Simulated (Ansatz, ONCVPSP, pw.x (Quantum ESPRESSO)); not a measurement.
# Which Zr potential is closest to all-electron in the fcc crystal?

All use PBE, scalar-relativistic, no spin, cutoffs from each file’s atomic test, pw.x 7.5; 13³ k-points, Fermi–Dirac smearing 0.01 Ry. Δ is the rms difference from all-electron LAPW of the E(V) curves that follow from fits to the pressures, over ±6 % in volume. Mesh and smearing are coarse and serve the comparison alone. The files are a selection: those with a ghost or negative overlap were mostly not run, and those with noisy or unconverged pressures or nearly equal Δ are left out.

All-electron: a0 = 4.534 Å (V0 = 23.31 Å³/atom), B0 = 89.0 GPa.

Problem. Rank them by Δ, smallest first.
A. optimised norm-conserving Vanderbilt (ONCV), ONCVPSP 4.0.1.1 (patched build), PBE; core [Ar] 3d10, reference 4s2 4p6 4d2 5s2; waves: 4s+5s: rc 2.00 bohr, ncon 4, nbas 7, qcut 5.7 1/bohr, 2 projectors; 4p: rc 1.65 bohr, ncon 5, nbas 8, qcut 7.2 1/bohr, 2 projectors, debl 0.9 Ha; 4d: rc 2.65 bohr, ncon 4, nbas 9, qcut 6.9 1/bohr, 2 projectors, debl 0.8 Ha; local part: polynomial inside 1.30 bohr (lpopt 5, dvloc0 2 Ha); core correction: none. In the p channel the program set the typed energies aside and used -1.193, 0.250 Ha.
B. optimised norm-conserving Vanderbilt (ONCV), ONCVPSP 4.0.1.1 (patched build), PBE; core [Ar] 3d10, reference 4s2 4p6 4d2 5s2; waves: 4s+5s: rc 2.20 bohr, ncon 3, nbas 6, qcut 4.6 1/bohr, 2 projectors; 4p: rc 1.75 bohr, ncon 3, nbas 7, qcut 6.7 1/bohr, 2 projectors, debl 3.2 Ha; 4d: rc 2.15 bohr, ncon 3, nbas 7, qcut 6.9 1/bohr, 2 projectors, debl 2.7 Ha; local part: polynomial inside 1.25 bohr (lpopt 5, dvloc0 3 Ha); core correction: Teter function fitted to the true core (icmod 2), fcfact 0.6.
C. optimised norm-conserving Vanderbilt (ONCV), ONCVPSP 4.0.1.1 (patched build), PBE; core [Kr], reference 4d2 5s2; waves: 5s: rc 3.50 bohr, ncon 4, nbas 7, qcut 1.7 1/bohr, 3 projectors, debl 2.6 Ha; p scattering state at 0.06 Ha: rc 3.25 bohr, ncon 4, nbas 9, qcut 2.4 1/bohr, 2 projectors, debl 2.4 Ha; 4d: rc 2.50 bohr, ncon 3, nbas 8, qcut 5.2 1/bohr, 3 projectors, debl 2.6 Ha; local part: polynomial inside 1.90 bohr (lpopt 5, dvloc0 0 Ha); core correction: Teter function, parameters optimised by the program. In the p channel the program set the typed energies aside and used 0.050, 2.450 Ha.
D. optimised norm-conserving Vanderbilt (ONCV), ONCVPSP 4.0.1.1 (patched build), PBE; core [Kr], reference 4d2 5s2; waves: 5s: rc 2.85 bohr, ncon 5, nbas 8, qcut 2.3 1/bohr, 2 projectors, debl 1.2 Ha; p scattering state at 0.34 Ha: rc 2.75 bohr, ncon 3, nbas 6, qcut 3.4 1/bohr, 2 projectors, debl 2.6 Ha; 4d: rc 1.85 bohr, ncon 4, nbas 8, qcut 5.2 1/bohr, local; local part: the d channel; core correction: none. In the p channel the program set the typed energies aside and used 0.050, 2.650 Ha.

Solution. A (0.1 meV/atom), B (0.5 meV/atom), D (3.1 meV/atom), C (15.4 meV/atom).
